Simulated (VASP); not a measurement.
# CsPbCl3 (Pm-3m) in VASP: equation of state

How stiff is CsPbCl3 in PBEsol, and what volume does it want? The cell is scaled to several volumes.

Program: VASP 6.6.1. These are calculated values, not measurements. Logs are shortened: lines on timing, memory, paths and dates and some standing lists are left out, and cuts for length are marked.

## Step 1: The structure

Symmetry: Pm-3m, No. 221, cubic system. The conventional cell has a = 5.605 Å, b = 5.605 Å, c = 5.605 Å, α = 90.00°, β = 90.00°, γ = 90.00°. Pb (site symmetry m-3m) has 6 Cl at 2.80 Å as nearest neighbours. Cs (site symmetry m-3m) has 12 Cl at 3.96 Å as nearest neighbours. Cl (site symmetry 4/mmm) is surrounded by 2 Pb at 2.80 Å.

## Step 2: Equation of state, PBEsol, 33.10 Å³/atom (volume scaled by 0.94)

Input file INCAR:

```
PREC = Accurate
ENCUT = 520
EDIFF = 1E-7
ISMEAR = -1
SIGMA = 0.05
LREAL = F
LASPH = T
NELM = 80
ALGO = Normal
ISIF = 2
LWAVE = F
LCHARG = F
GGA = PS
NBANDS = 30
KPAR = 2
```

Input file KPOINTS:

```
regular mesh
0
Gamma
  5 5 5
```

Input file POSCAR:

```
CsPbCl3
1.0
    5.4905801394      0.0000000000      0.0000000000
    0.0000000000      5.4905801394      0.0000000000
    0.0000000000      0.0000000000      5.4905801394
Pb Cs Cl
1 1 3
Direct
    0.5000000000      0.5000000000      0.5000000000
    0.0000000000      0.0000000000      0.0000000000
    0.5000000000      0.0000000000      0.5000000000
    0.0000000000      0.5000000000      0.5000000000
    0.5000000000      0.5000000000      0.0000000000
```

Potentials or basis: VASP PAW PBE potentials, release 64 (Pb_d, Cs_sv, Cl).

Command:

```sh
$ cat potpaw_PBE.64/Pb_d/POTCAR potpaw_PBE.64/Cs_sv/POTCAR potpaw_PBE.64/Cl/POTCAR > POTCAR
$ mpirun -np 2 vasp_std > vasp.out
```

OUTCAR:

```text
PREC = Accurate
   ENCUT = 520
   EDIFF = 1E-7
   ISMEAR = -1
   LREAL = F
   LASPH = T
   NELM = 80
   ISIF = 2
   GGA = PS

 Found     10 irreducible k-points:

 Following reciprocal coordinates:
            Coordinates               Weight
  0.000000  0.000000  0.000000      1.000000
  0.200000  0.000000  0.000000      6.000000
  0.400000  0.000000  0.000000      6.000000
  0.200000  0.200000  0.000000     12.000000
  0.400000  0.200000  0.000000     24.000000
  0.400000  0.400000  0.000000     12.000000
   k-points           NKPTS =     10   k-points in BZ     NKDIM =     10   number of bands    NBANDS=     30
   number of dos      NEDOS =    301   number of ions     NIONS =      5
   total plane-waves  NPLWV =  74088
   dimension x,y,z NGX =    42 NGY =   42 NGZ =   42
   dimension x,y,z NGXF=    84 NGYF=   84 NGZF=   84
   ions per type =               1   1   3
   NGX,Y,Z   is equivalent  to a cutoff of  12.72, 12.72, 12.72 a.u.
   NGXF,Y,Z  is equivalent  to a cutoff of  25.43, 25.43, 25.43 a.u.
 SYSTEM =  unknown system
   PREC   = accura    normal or accurate (medium, high low for compatibility)
   ISTART =      0    job   : 0-new  1-cont  2-samecut
   ICHARG =      2    charge: 1-file 2-atom 10-const
   ISPIN  =      1    spin polarized calculation?
   LNONCOLLINEAR =      F non collinear calculations
   LSORBIT =      F    spin-orbit coupling
   LASPH  =      T    aspherical Exc in radial PAW
   ENCUT  =  520.0 eV  38.22 Ry    6.18 a.u.  10.21 10.21 10.21*2*pi/ulx,y,z
   NELM   =     80;   NELMIN=  2; NELMDL= -5     # of ELM steps
   EDIFF  = 0.1E-06   stopping-criterion for ELM
   LREAL  =      F    real-space projection
   EDIFFG = 0.1E-05   stopping-criterion for IOM
   NSW    =      0    number of steps for IOM
   IBRION =     -1    ionic relax: 0-MD 1-quasi-New 2-CG
   NFREE  =      0    steps in history (QN), initial steepest desc. (CG)
   ISIF   =      2    stress and relaxation
   ISYM   =      2    0-nonsym 1-usesym 2-fastsym
   POTIM  = 0.5000    time-step for ionic-motion
   TEBEG  =    0.0;   TEEND  =   0.0 temperature during run
   PSTRESS=    0.0 pullay stress
   NELECT =      44.0000    total number of electrons
   NUPDOWN=      -1.0000    fix difference up-down
   EMIN   =  10.00;   EMAX   =-10.00  energy-range for DOS
   EFERMI =   0.00;   METHOD = LEGACY
   ISMEAR =    -1;   SIGMA  =   0.05  broadening in eV -4-tet -1-fermi 0-gaus
   EFERMI_NEDOS =   21; number of points for ismear=-14 and -15
   IALGO  =     38    algorithm
   IMIX   =      4    mixing-type and parameters
     AMIX     =   0.40;   BMIX     =  1.00
     AMIX_MAG =   1.60;   BMIX_MAG =  1.00
  volume/ion in A,a.u.               =      33.10       223.40
  Fermi-wavevector in a.u.,A,eV,Ry     =   1.052626  1.989175 15.075552  1.108022
  Thomas-Fermi vector in A             =   2.187716
   LORBIT       =      0    0 simple, 1 ext, 2 COOP (PROOUT), +10 PAW based schemes
   GGA     = PS    functional components
   LHFCALC =     F    Hartree Fock is set to
   AEXX    =    0.0000 exact exchange contribution
   IVDW    =     0    specifies the selected vdW correction
   LEPSILON=     F    determine dielectric tensor
   LRPA    =     F    only Hartree local field effects (RPA)
 non-spin polarized calculation
  energy-cutoff  :      520.00
  volume of cell :      165.52
 maximum number of plane-waves:      4476
 NGX is ok and might be reduce to    42
   NGX = 21   NGY = 21   NGZ = 21

 number of electron      43.9999980 magnetization

 Free energy of the ion-electron system (eV)
  ---------------------------------------------------
  ext. energy  EPLUGINS =         0.00000000
  ---------------------------------------------------
  free energy    TOTEN  =       -18.32222803 eV

  energy without entropy =      -18.32222803  energy(sigma->0) =      -18.32222803

 E-fermi :   2.9228     XC(G=0):  -8.2915

 val. band max:        1.8091283513   @ k =   0.4000   0.4000   0.4000
 cond. band min:       4.5192378894   @ k =   0.4000   0.4000   0.4000
 fundamental gap:      2.7101095381
 Fermi energy:         2.9228356558

 k-point     1 :       0.0000    0.0000    0.0000
  band No.  band energies     occupation
      1     -19.1602      2.00000
      2     -14.5975      2.00000
      3     -14.5975      2.00000
      4     -14.2297      2.00000
      5     -14.2297      2.00000
      6     -14.2297      2.00000
[... 22 lines left out ...]
     29       8.7420      0.00000
     30       8.7420      0.00000

 k-point     2 :       0.2000    0.0000    0.0000
  band No.  band energies     occupation
      1     -19.1590      2.00000
      2     -14.5973      2.00000
      3     -14.5483      2.00000
      4     -14.2304      2.00000
      5     -14.2304      2.00000
      6     -14.2296      2.00000
[... 22 lines left out ...]
     29       7.6433      0.00000
     30       8.6938      0.00000

 k-point     3 :       0.4000    0.0000    0.0000
  band No.  band energies     occupation
      1     -19.1571      2.00000
      2     -14.5971      2.00000
      3     -14.4658      2.00000
      4     -14.2317      2.00000
      5     -14.2317      2.00000
      6     -14.2296      2.00000
[... 22 lines left out ...]
     29       7.6853      0.00000
     30       9.0669      0.00000

 k-point     4 :       0.2000    0.2000    0.0000
  band No.  band energies     occupation
      1     -19.1579      2.00000
      2     -14.5738      2.00000
      3     -14.5196      2.00000
      4     -14.2312      2.00000
      5     -14.2304      2.00000
      6     -14.2304      2.00000
[... 22 lines left out ...]
     29       7.5852      0.00000
     30       8.3749      0.00000

 k-point     5 :       0.4000    0.2000    0.0000
  band No.  band energies     occupation
      1     -19.1561      2.00000
      2     -14.5660      2.00000
      3     -14.4385      2.00000
      4     -14.2325      2.00000
      5     -14.2317      2.00000
      6     -14.2304      2.00000
[... 22 lines left out ...]
     29       7.9239      0.00000
     30       8.5325      0.00000

 k-point     6 :       0.4000    0.4000    0.0000
  band No.  band energies     occupation
      1     -19.1545      2.00000
      2     -14.5388      2.00000
      3     -14.3632      2.00000
      4     -14.2337      2.00000
      5     -14.2316      2.00000
      6     -14.2316      2.00000
[... 22 lines left out ...]
     29       8.3086      0.00000
     30       8.3749      0.00000

 [... further k-points ...]

------------------------ aborting loop because EDIFF is reached ----------------------------------------

  FORCE on cell =-STRESS in cart. coord.  units (eV):
  Direction    XX          YY          ZZ          XY          YZ          ZX
  --------------------------------------------------------------------------------------
  -------------------------------------------------------------------------------------
  Total        2.0020397      2.0020397      2.0020397      0.0000000     -0.0000000      0.0000000
  in kB       19.3788755     19.3788755     19.3788755      0.0000000     -0.0000000      0.0000000
  external PRESSURE =      19.3788755 kB  Pullay stress =       0.0000000 kB

 VOLUME and BASIS-vectors are now :
 -----------------------------------------------------------------------------
  energy-cutoff  :      520.00
  volume of cell :      165.52
      direct lattice vectors                 reciprocal lattice vectors
     5.490580139  0.000000000  0.000000000     0.182130116  0.000000000  0.000000000
     0.000000000  5.490580139  0.000000000     0.000000000  0.182130116  0.000000000
     0.000000000  0.000000000  5.490580139     0.000000000  0.000000000  0.182130116

 POSITION                                       TOTAL-FORCE (eV/Angst)
 -----------------------------------------------------------------------------------
      2.74529      2.74529      2.74529         0.000000      0.000000      0.000000
      0.00000      0.00000      0.00000         0.000000      0.000000      0.000000
      2.74529      0.00000      2.74529         0.000000      0.000000      0.000000
      0.00000      2.74529      2.74529         0.000000      0.000000      0.000000
      2.74529      2.74529      0.00000         0.000000      0.000000      0.000000
 -----------------------------------------------------------------------------------
    total drift:                                0.000000     -0.000000     -0.000000

  FREE ENERGIE OF THE ION-ELECTRON SYSTEM (eV)
  ---------------------------------------------------
  free  energy   TOTEN  =       -18.3222280304 eV

  energy  without entropy=      -18.3222280303  energy(sigma->0) =      -18.32222803
```

It took 17 s on 2 MPI ranks of Intel Xeon Platinum 8559C (Emerald Rapids), shared host; peak memory 0.26 GiB.

What came out:

```yaml
Free_energy: -18.3222 eV
Pressure: 1.9 GPa
Band_gap_on_the_k_mesh: 2.71 eV, direct
```

Caveat: the PAW data sets were made with another functional, which shifts forces and pressure a little; spin-orbit coupling is left out, which as a rule narrows the gap of such compounds by several tenths of an eV; an odd mesh through Γ misses points on the zone boundary, where band edges often lie.

## Step 3: Equation of state, PBEsol, 33.81 Å³/atom (volume scaled by 0.96)

INCAR is that of step 2.

KPOINTS is that of step 2.

POSCAR: that of step 2 with these lines changed.

```diff
@@ -2,5 +2,5 @@
 1.0
-    5.4905801394      0.0000000000      0.0000000000
-    0.0000000000      5.4905801394      0.0000000000
-    0.0000000000      0.0000000000      5.4905801394
+    5.5292474706      0.0000000000      0.0000000000
+    0.0000000000      5.5292474706      0.0000000000
+    0.0000000000      0.0000000000      5.5292474706
 Pb Cs Cl
```

Potentials or basis: VASP PAW PBE potentials, release 64 (Pb_d, Cs_sv, Cl).

Command:

```sh
$ cat potpaw_PBE.64/Pb_d/POTCAR potpaw_PBE.64/Cs_sv/POTCAR potpaw_PBE.64/Cl/POTCAR > POTCAR
$ mpirun -np 2 vasp_std > vasp.out
```

Run time: 20 s. Hardware: 2 MPI ranks of Intel Xeon Platinum 8559C (Emerald Rapids), shared host; peak memory 0.26 GiB.

The run converged. Its results:

```
Free energy            : -18.3584 eV
Pressure               : 1.3 GPa
Band gap on the k mesh : 2.76 eV, direct
```

Caveat: the PAW data sets were made with another functional, which shifts forces and pressure a little; spin-orbit coupling is left out, which as a rule narrows the gap of such compounds by several tenths of an eV; an odd mesh through Γ misses points on the zone boundary, where band edges often lie.

(Continued in part 2 of 2.)
